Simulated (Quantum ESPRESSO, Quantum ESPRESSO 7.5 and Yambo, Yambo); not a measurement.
# Quasiparticle gap of GaP (F-43m) in Yambo

Aim: the G0W0 gap of GaP (F-43m) on PBE, step by step.

Main program and level: Quantum ESPRESSO 7.5 and Yambo 5.3.0; PBE and many-body steps on it, plane waves.

**The experiments to reproduce.**

- Gap 2.25 ± 0.04 eV: optical gap from Tauc plot (fundamental, indirect); spectroscopic ellipsometry, Tauc-Lorentz fit and Tauc plot; 300 K; film (GaP layer on Si reference sample) on Si (“Assessment of GaPSb/Si tandem material association properties for photoelectrochemical cells”, 2020, arxiv:2002.02774).

**1. The structure**

Symmetry: F-43m, No. 216, cubic system. Conventional cell: a = 5.450 Å, b = 5.450 Å, c = 5.450 Å, α = 90.00°, β = 90.00°, γ = 90.00°. Nearest to Ga lie 4 P at 2.36 Å. Nearest to P lie 4 Ga at 2.36 Å. Farther neighbours are not listed.

The cell and positions come from the Crystallography Open Database and are kept as given unless a step says otherwise.

**2. Ground state**

This step: Quantum ESPRESSO 7.5; DFT, PBE, plane waves, norm-conserving pseudopotentials.

The ground-state density comes first.

Contents of pw.in:

```
&control
  calculation = 'scf'
  prefix = 'x'
  outdir = 'o'
  pseudo_dir = 'pseudo'
/
&system
  ibrav = 0
  nat = 2
  ntyp = 2
  ecutwfc = 104.0
  nbnd = 18
  force_symmorphic = .true.
/
&electrons
  conv_thr = 1e-10
  electron_maxstep = 80
  mixing_beta = 0.5
/
ATOMIC_SPECIES
  Ga 69.723 Ga.upf
  P 30.974 P.upf
CELL_PARAMETERS angstrom
  0.0000000000 2.7252500000 2.7252500000
  2.7252500000 0.0000000000 2.7252500000
  2.7252500000 2.7252500000 0.0000000000
ATOMIC_POSITIONS crystal
  Ga 0.0000000000 0.0000000000 0.0000000000
  P 0.2500000000 0.2500000000 0.2500000000
K_POINTS automatic
  6 6 6 0 0 0
```

Run with:

```
$ OMP_NUM_THREADS=1 mpirun -n 8 pw.x -nk 8 -in pw.in > pw.out
```

Output:

```text
Program PWSCF v.7.5 starts

     This program is part of the open-source Quantum ESPRESSO suite
     for quantum simulation of materials; please cite
         "P. Giannozzi et al., J. Phys.:Condens. Matter 21 395502 (2009);
         "P. Giannozzi et al., J. Phys.:Condens. Matter 29 465901 (2017);
         "P. Giannozzi et al., J. Chem. Phys. 152 154105 (2020);
     in publications or presentations arising from this work. More details at
     Message from routine setup:
     using ibrav=0 with symmetry is DISCOURAGED, use correct ibrav instead

     G-vector sticks info

     bravais-lattice index     =            0
     lattice parameter (alat)  =       7.2832  a.u.
     unit-cell volume          =     273.1780 (a.u.)^3
     number of atoms/cell      =            2
     number of atomic types    =            2
     number of electrons       =        26.00
     number of Kohn-Sham states=           18
     kinetic-energy cutoff     =     104.0000  Ry
     charge density cutoff     =     416.0000  Ry
     scf convergence threshold =      1.0E-10
     mixing beta               =       0.5000
     number of iterations used =            8  plain     mixing
     Exchange-correlation= PBE
                           (   1   4   3   4   0   0   0)

     celldm(1)=   7.283166  celldm(2)=   0.000000  celldm(3)=   0.000000
     celldm(4)=   0.000000  celldm(5)=   0.000000  celldm(6)=   0.000000

     crystal axes: (cart. coord. in units of alat)
               a(1) = (   0.000000   0.707107   0.707107 )
               a(2) = (   0.707107   0.000000   0.707107 )
               a(3) = (   0.707107   0.707107   0.000000 )

     reciprocal axes: (cart. coord. in units 2 pi/alat)
               b(1) = ( -0.707107  0.707107  0.707107 )
               b(2) = (  0.707107 -0.707107  0.707107 )
               b(3) = (  0.707107  0.707107 -0.707107 )
     Pseudo is Norm-conserving + core correction, Zval = 21.0
     Generated using ONCVPSP code by D. R. Hamann
     Using radial grid of 1902 points,  6 beta functions with:
     Pseudo is Norm-conserving + core correction, Zval =  5.0
     Generated using ONCVPSP code by D. R. Hamann
     Using radial grid of 1298 points,  6 beta functions with:
     Ga               21.00    69.72300     Ga( 1.00)
     P                 5.00    30.97400     P ( 1.00)

     24 Sym. Ops. (no inversion) found

   Cartesian axes

     site n.     atom                  positions (alat units)
         1        Ga     tau(   1) = (   0.0000000   0.0000000   0.0000000  )
         2        P      tau(   2) = (   0.3535534   0.3535534   0.3535534  )

     number of k points=    16
                       cart. coord. in units 2pi/alat
        k(    1) = (   0.0000000   0.0000000   0.0000000), wk =   0.0092593
        k(    2) = (   0.1178511   0.1178511  -0.1178511), wk =   0.0740741
        k(    3) = (   0.2357023   0.2357023  -0.2357023), wk =   0.0740741
        k(    4) = (  -0.3535534  -0.3535534   0.3535534), wk =   0.0370370
        k(    5) = (   0.2357023   0.0000000  -0.0000000), wk =   0.0555556
        k(    6) = (   0.3535534   0.1178511  -0.1178511), wk =   0.2222222
        k(    7) = (  -0.2357023  -0.4714045   0.4714045), wk =   0.2222222
        k(    8) = (  -0.1178511  -0.3535534   0.3535534), wk =   0.2222222
        k(    9) = (   0.0000000  -0.2357023   0.2357023), wk =   0.1111111
        k(   10) = (   0.4714045   0.0000000  -0.0000000), wk =   0.0555556
     [... 4 further rows ...]
        k(   15) = (  -0.1178511  -0.3535534   0.5892557), wk =   0.2222222
        k(   16) = (  -0.7071068   0.2357023   0.0000000), wk =   0.1111111

     Dense  grid:    39189 G-vectors     FFT dimensions: (  48,  48,  48)

     Initial potential from superposition of free atoms

     starting charge      25.9972, renormalised to      26.0000
     Starting wfcs are   17 randomized atomic wfcs +    1 random wfcs

     per-process dynamical memory:    31.8 Mb

     Self-consistent Calculation

     iteration #  1     ecut=   104.00 Ry     beta= 0.50

     Threshold (ethr) on eigenvalues was too large:
     Diagonalizing with lowered threshold

     total energy              =    -510.55466141 Ry
     estimated scf accuracy    <       0.07627320 Ry

     iteration #  2     ecut=   104.00 Ry     beta= 0.50

     total energy              =    -510.56714666 Ry
     estimated scf accuracy    <       0.00763561 Ry

     iteration #  3     ecut=   104.00 Ry     beta= 0.50

     total energy              =    -510.56757470 Ry
     estimated scf accuracy    <       0.00140387 Ry

     iteration #  4     ecut=   104.00 Ry     beta= 0.50

     total energy              =    -510.56761401 Ry
     estimated scf accuracy    <       0.00002114 Ry

     iteration #  5     ecut=   104.00 Ry     beta= 0.50

     total energy              =    -510.56761898 Ry
     estimated scf accuracy    <       0.00000134 Ry

     iteration #  6     ecut=   104.00 Ry     beta= 0.50

     total energy              =    -510.56761937 Ry
     estimated scf accuracy    <       0.00000011 Ry

     iteration #  7     ecut=   104.00 Ry     beta= 0.50

     total energy              =    -510.56761939 Ry
     estimated scf accuracy    <       0.00000001 Ry

     iteration #  8     ecut=   104.00 Ry     beta= 0.50

     total energy              =    -510.56761940 Ry
     estimated scf accuracy    <          1.2E-09 Ry

     iteration #  9     ecut=   104.00 Ry     beta= 0.50

     total energy              =    -510.56761940 Ry
     estimated scf accuracy    <          1.8E-10 Ry

     iteration # 10     ecut=   104.00 Ry     beta= 0.50

     End of self-consistent calculation

          k = 0.0000 0.0000 0.0000 (  4909 PWs)   bands (ev):

  -135.1871 -85.9118 -85.9118 -85.9118  -6.3350  -6.3350  -6.3350  -6.2380
    -6.2380  -4.2883   8.2046   8.2046   8.2046  10.0222  12.0913  12.0913
    12.0913  17.0191

          k = 0.1179 0.1179-0.1179 (  4894 PWs)   bands (ev):

  -135.1871 -85.9118 -85.9118 -85.9117  -6.3581  -6.3272  -6.3272  -6.2375
    -6.2375  -3.9320   5.8169   7.8340   7.8340  10.6145  12.6393  12.6393
    13.2293  17.1338

          k = 0.2357 0.2357-0.2357 (  4879 PWs)   bands (ev):

  -135.1870 -85.9118 -85.9118 -85.9117  -6.3986  -6.3147  -6.3147  -6.2336
    -6.2336  -2.9849   2.9975   7.2984   7.2984  10.1008  13.0159  13.0159
    15.7999  17.8134

          k =-0.3536-0.3536 0.3536 (  4910 PWs)   bands (ev):

     [... further k-points ...]

     highest occupied, lowest unoccupied level (ev):     8.2046    9.8577

!    total energy              =    -510.56761940 Ry
     estimated scf accuracy    <          4.2E-12 Ry

     The total energy is the sum of the following terms:
     one-electron contribution =    -463.64771123 Ry
     hartree contribution      =     232.70753687 Ry
     xc contribution           =     -55.84463264 Ry
     ewald contribution        =    -223.78281239 Ry

     convergence has been achieved in  10 iterations

     XML data file, charge density, pseudopotentials, collected wavefunctions

=------------------------------------------------------------------------------=
   JOB DONE.
=------------------------------------------------------------------------------=
```

It took 3.7 s on 8 MPI ranks of Arm Neoverse V2, shared host; peak memory 0.63 GiB.

This step gave:

```yaml
total_energy: -6946.6263 eV
gap: 1.653 eV
k_of_the_valence_top: 0, 0, 0
k_of_the_conduction_bottom: 0, -0.5, -0.5
least_direct_gap: 1.818 eV
```

The gap is indirect, with the least direct gap 0.16 eV higher.

**3. Bands along the symmetry lines**

The cheap functional maps the bands first; the places of the edges decide which points the dearer methods must see.

Contents of pw.in:

```
&control
  calculation = 'bands'
  prefix = 'x'
  outdir = 'o'
  pseudo_dir = 'pseudo'
/
&system
  ibrav = 0
  nat = 2
  ntyp = 2
  ecutwfc = 104.0
  nbnd = 19
  force_symmorphic = .true.
/
&electrons
  conv_thr = 1e-9
  electron_maxstep = 80
  diago_full_acc = .true.
  diago_thr_init = 5e-6
/
ATOMIC_SPECIES
  Ga 69.723 Ga.upf
  P 30.974 P.upf
CELL_PARAMETERS angstrom
  0.0000000000 2.7252500000 2.7252500000
  2.7252500000 0.0000000000 2.7252500000
  2.7252500000 2.7252500000 0.0000000000
ATOMIC_POSITIONS crystal
  Ga 0.0000000000 0.0000000000 0.0000000000
  P 0.2500000000 0.2500000000 0.2500000000
K_POINTS crystal
  50
  0.00000000 0.00000000 0.00000000 1
  -0.06250000 -0.06250000 0.00000000 1
  -0.12500000 -0.12500000 0.00000000 1
  -0.18750000 -0.18750000 0.00000000 1
  -0.25000000 -0.25000000 0.00000000 1
  -0.31250000 -0.31250000 0.00000000 1
  -0.37500000 -0.37500000 0.00000000 1
  -0.43750000 -0.43750000 0.00000000 1
  -0.50000000 -0.50000000 0.00000000 1
  -0.48437500 -0.48437500 0.03125000 1
  -0.46875000 -0.46875000 0.06250000 1
  -0.45312500 -0.45312500 0.09375000 1
  -0.43750000 -0.43750000 0.12500000 1
  -0.42187500 -0.42187500 0.15625000 1
  -0.40625000 -0.40625000 0.18750000 1
  -0.39062500 -0.39062500 0.21875000 1
  -0.37500000 -0.37500000 0.25000000 1
  -0.37500000 0.00000000 0.37500000 1
  -0.32812500 0.00000000 0.32812500 1
  -0.28125000 0.00000000 0.28125000 1
  -0.23437500 0.00000000 0.23437500 1
  -0.18750000 0.00000000 0.18750000 1
  -0.14062500 0.00000000 0.14062500 1
  -0.09375000 0.00000000 0.09375000 1
  -0.04687500 0.00000000 0.04687500 1
  0.00000000 0.00000000 0.00000000 1
  0.00000000 0.00000000 0.06250000 1
  0.00000000 0.00000000 0.12500000 1
  0.00000000 0.00000000 0.18750000 1
  0.00000000 0.00000000 0.25000000 1
  0.00000000 0.00000000 0.31250000 1
  0.00000000 0.00000000 0.37500000 1
  0.00000000 0.00000000 0.43750000 1
  -0.00000000 -0.00000000 0.50000000 1
  -0.06250000 -0.03125000 0.46875000 1
  -0.12500000 -0.06250000 0.43750000 1
  -0.18750000 -0.09375000 0.40625000 1
  -0.25000000 -0.12500000 0.37500000 1
  -0.31250000 -0.15625000 0.34375000 1
  -0.37500000 -0.18750000 0.31250000 1
  -0.43750000 -0.21875000 0.28125000 1
  -0.50000000 -0.25000000 0.25000000 1
  -0.50000000 -0.28125000 0.21875000 1
  -0.50000000 -0.31250000 0.18750000 1
  -0.50000000 -0.34375000 0.15625000 1
  -0.50000000 -0.37500000 0.12500000 1
  -0.50000000 -0.40625000 0.09375000 1
  -0.50000000 -0.43750000 0.06250000 1
  -0.50000000 -0.46875000 0.03125000 1
  -0.50000000 -0.50000000 0.00000000 1
```

Output:

```text
[banner, memory and clock lines left out]
Program PWSCF v.7.5 starts

     Atomic positions and unit cell read from directory:
     o/x.save/

     Message from routine setup:
     using ibrav=0 with symmetry is DISCOURAGED, use correct ibrav instead

     G-vector sticks info

     bravais-lattice index     =            0
     lattice parameter (alat)  =       7.2832  a.u.
     unit-cell volume          =     273.1780 (a.u.)^3
     number of atoms/cell      =            2
     number of atomic types    =            2
     number of electrons       =        26.00
     number of Kohn-Sham states=           19
     kinetic-energy cutoff     =     104.0000  Ry
     charge density cutoff     =     416.0000  Ry
     Exchange-correlation= PBE
                           (   1   4   3   4   0   0   0)

     celldm(1)=   7.283166  celldm(2)=   0.000000  celldm(3)=   0.000000
     celldm(4)=   0.000000  celldm(5)=   0.000000  celldm(6)=   0.000000

     crystal axes: (cart. coord. in units of alat)
               a(1) = (   0.000000   0.707107   0.707107 )
               a(2) = (   0.707107   0.000000   0.707107 )
               a(3) = (   0.707107   0.707107   0.000000 )

     reciprocal axes: (cart. coord. in units 2 pi/alat)
               b(1) = ( -0.707107  0.707107  0.707107 )
               b(2) = (  0.707107 -0.707107  0.707107 )
               b(3) = (  0.707107  0.707107 -0.707107 )
     Pseudo is Norm-conserving + core correction, Zval = 21.0
     Generated using ONCVPSP code by D. R. Hamann
     Using radial grid of 1902 points,  6 beta functions with:
     Pseudo is Norm-conserving + core correction, Zval =  5.0
     Generated using ONCVPSP code by D. R. Hamann
     Using radial grid of 1298 points,  6 beta functions with:
     Ga               21.00    69.72300     Ga( 1.00)
     P                 5.00    30.97400     P ( 1.00)

     24 Sym. Ops. (no inversion) found

   Cartesian axes

     site n.     atom                  positions (alat units)
         1        Ga     tau(   1) = (   0.0000000   0.0000000   0.0000000  )
         2        P      tau(   2) = (   0.3535534   0.3535534   0.3535534  )

     number of k points=    50
                       cart. coord. in units 2pi/alat
        k(    1) = (   0.0000000   0.0000000   0.0000000), wk =   0.0400000
        k(    2) = (   0.0000000   0.0000000  -0.0883883), wk =   0.0400000
        k(    3) = (   0.0000000   0.0000000  -0.1767767), wk =   0.0400000
[...]
[... 38 further rows ...]
        k(   49) = (   0.0441942  -0.0000000  -0.7071068), wk =   0.0400000
        k(   50) = (   0.0000000   0.0000000  -0.7071068), wk =   0.0400000

     Dense  grid:    39189 G-vectors     FFT dimensions: (  48,  48,  48)

     The potential is recalculated from file :
     o/x.save/charge-density

     Starting wfcs are   17 randomized atomic wfcs +    2 random wfcs

     Band Structure Calculation

     End of band structure calculation

          k = 0.0000 0.0000 0.0000 (  4909 PWs)   bands (ev):

  -135.1871 -85.9119 -85.9119 -85.9119  -6.3350  -6.3350  -6.3350  -6.2380
    -6.2380  -4.2883   8.2046   8.2046   8.2046  10.0222  12.0913  12.0913
    12.0913  17.0191  17.9322

          k = 0.0000 0.0000-0.0884 (  4925 PWs)   bands (ev):

  -135.1871 -85.9120 -85.9120 -85.9119  -6.3414  -6.3328  -6.3328  -6.2389
[...]
12.3582  17.2971  17.4002

          k = 0.0000 0.0000-0.1768 (  4897 PWs)   bands (ev):

[...]
13.0343  16.2945  18.1743

          k =-0.0000 0.0000-0.2652 (  4905 PWs)   bands (ev):

[...]
k = 0.0000 0.0000-0.3536 (  4865 PWs)   bands (ev):

[...]
k = 0.0000-0.0000-0.4419 (  4897 PWs)   bands (ev):

[...]
k =-0.0000 0.0000-0.5303 (  4884 PWs)   bands (ev):

[...]
k = 0.0000-0.0000-0.6187 (  4888 PWs)   bands (ev):

[...]
k = 0.5303-0.0000-0.5303 (  4914 PWs)   bands (ev):

[...]
k = 0.0000 0.0000 0.0000 (  4909 PWs)   bands (ev):

[...]
k = 0.1326 0.0000-0.7071 (  4894 PWs)   bands (ev):

[...]
k = 0.0884-0.0000-0.7071 (  4884 PWs)   bands (ev):

[...]
k = 0.0442-0.0000-0.7071 (  4886 PWs)   bands (ev):

[...]
18.6220  19.4728  20.3724

          k = 0.0000 0.0000-0.7071 (  4880 PWs)   bands (ev):

  -135.1871 -85.9119 -85.9118 -85.9118  -6.4532  -6.2736  -6.2693  -6.2693
    -6.2157  -1.3230   1.4502   5.5220   5.5221   9.8577  10.0292  18.7819
    18.7820  19.3886  21.1018

     XML data file, pseudopotentials, collected wavefunctions
```

The job ended after 3.3 s (8 MPI ranks; peak memory 0.56 GiB; 26 s of CPU time).

Numbers from this step:

| Quantity | Value |
| --- | --- |
| gap | 1.594 eV |
| k of the valence top | 0, 0, 0 |
| k of the conduction bottom | -0.4375, -0.4375, 0 |
| least direct gap | 1.818 eV |

The gap is 1.594 eV, −0.059 eV from the run before at this level.

Electronic bands along the path, in eV, zero at the top of the highest filled band:

| point | band 10 | band 11 | band 12 | band 13 | band 14 | band 15 | band 16 | band 17 |
| --- | --- | --- | --- | --- | --- | --- | --- | --- |
| Γ | -12.49 | 0.00 | 0.00 | 0.00 | 1.82 | 3.89 | 3.89 | 3.89 |
| halfway | -11.46 | -3.67 | -1.68 | -1.68 | 2.18 | 3.72 | 6.74 | 6.74 |
| X | -9.53 | -6.75 | -2.68 | -2.68 | 1.65 | 1.82 | 10.58 | 10.58 |
| halfway | -9.51 | -6.70 | -3.24 | -2.57 | 1.85 | 2.75 | 9.52 | 9.66 |
| U | -9.56 | -6.55 | -3.94 | -2.25 | 2.19 | 4.80 | 8.23 | 8.26 |
| jump to K | -9.56 | -6.55 | -3.94 | -2.25 | 2.19 | 4.80 | 8.23 | 8.26 |
| halfway | -11.35 | -4.24 | -2.44 | -0.66 | 3.29 | 4.99 | 5.00 | 5.87 |
| Γ | -12.49 | 0.00 | 0.00 | 0.00 | 1.82 | 3.89 | 3.89 | 3.89 |
| halfway | -11.72 | -3.88 | -0.66 | -0.66 | 2.15 | 4.74 | 4.74 | 6.34 |
| L | -10.43 | -6.63 | -1.12 | -1.12 | 1.67 | 4.72 | 4.72 | 8.28 |
| halfway | -10.02 | -6.42 | -3.19 | -1.93 | 3.45 | 4.30 | 6.45 | 7.91 |
| W | -9.44 | -6.55 | -3.57 | -3.42 | 4.70 | 4.86 | 6.10 | 6.15 |
| halfway | -9.48 | -6.66 | -3.16 | -3.09 | 2.77 | 2.94 | 8.49 | 8.58 |
| X | -9.53 | -6.75 | -2.68 | -2.68 | 1.65 | 1.82 | 10.58 | 10.58 |

The electronic bands as a text plot (rows in eV, shown from -8.0 to 7.5 only):

```
    7.2 |    +             +                 ++         +   +
    6.5 |     ++            ++              +         ++ + +
    5.9 |    +             ++++++++                  +  +++
    5.2 |                       +  ++      +        +    +
    4.6 |  ++            ++      ++      +++++++++++++++++++
    3.9 |++  +++                   ++++++++            ++   +
    3.3 |  ++   ++      +     +++++                  ++
    2.6 | +  +    +    +   +++     ++    +++        +        ++
    2.0 |+    ++++ ++++++++          ++++   +++++ ++          +++
    1.4 |         ++++                           +
    0.7 |
    0.1 |**                        ********
   -0.6 | ***                   ******  *  ****
   -1.2 |    *              ****               ******
   -1.9 |  ** ****         *     ****    **         ***
   -2.5 |    *    *********     *          *         * **      **
   -3.2 |             ***     ** **                   *  ******
   -3.8 |     **         *****              *          *****
   -4.5 |       **              *
   -5.1 |                     **             **
   -5.7 |         *         **                 *
   -6.4 |          **  *****                    ***************
   -7.0 |            **                                        **
   -7.7 |
         Γ           X  U|K            Γ         L        W     X
```

(Continued in part 2 of 3.)

[Paths, hosts, dates, memory and timing lines, banners, echoed tables and standing remarks are left out of the program output.]

[Logs are printed without paths, hosts, clocks, repeated set-up lines and the standing remarks that a program may print on its own settings, such as how far it seeks lower states.]

[Runs of the session that timed out or met a known fault of the program may be left out.]

[Hosts, paths, dates, database ids (printed as entryN), source tags and the programs' standing remarks are cut or masked in the printed files.]
